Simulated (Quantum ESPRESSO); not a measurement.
Ti in Quantum ESPRESSO: the effect of target pressure

The system is Ti.

```xyz
1
Lattice="0.0000 2.0300 2.0300 2.0300 0.0000 2.0300 2.0300 2.0300 0.0000" Properties=species:S:1:pos:R:3 pbc="T T T"
Ti    0.0000    0.0000    0.0000
```

This isn't the form of Ti at room conditions, which is hcp.

Alike in all runs:

| Item | Value |
| --- | --- |
| Program | Quantum ESPRESSO 7.5 |
| Task | relaxation of cell and atoms |
| Functional | PBEsol |
| Potentials or basis | GBRV 1.5 PBEsol |
| Cutoff | 707 eV |
| Density cutoff | 5633 eV |
| k mesh | 11 × 11 × 11 |
| Occupations | fermi-dirac, width 0.05 eV |
| Spin | no spin polarisation |

Each run relaxes the cell or the atoms first.

| target pressure | relaxed volume (Å³/atom) |
| --- | --- |
| 0 GPa | ? |
| 2 GPa | 16.37 |
| 5 GPa | 15.98 |
| 10 GPa | 15.43 |
| 20 GPa | 14.52 |
| 30 GPa | 13.79 |

Q: What does the run with target pressure 0 GPa give?

A: Relaxed volume 16.65 Å³/atom.

Worked out: In Murnaghan's law V^(-B') rises as a straight line in P. The other rows fit best with B' = 3.1, V0 = 16.64 Å³/atom and B0 = 118 GPa, which gives 16.64 Å³/atom at 0 GPa, against the run's 16.65.

Caveats: the volume moved by over 15 % at a fixed basis, so the end points are rough (some runs).
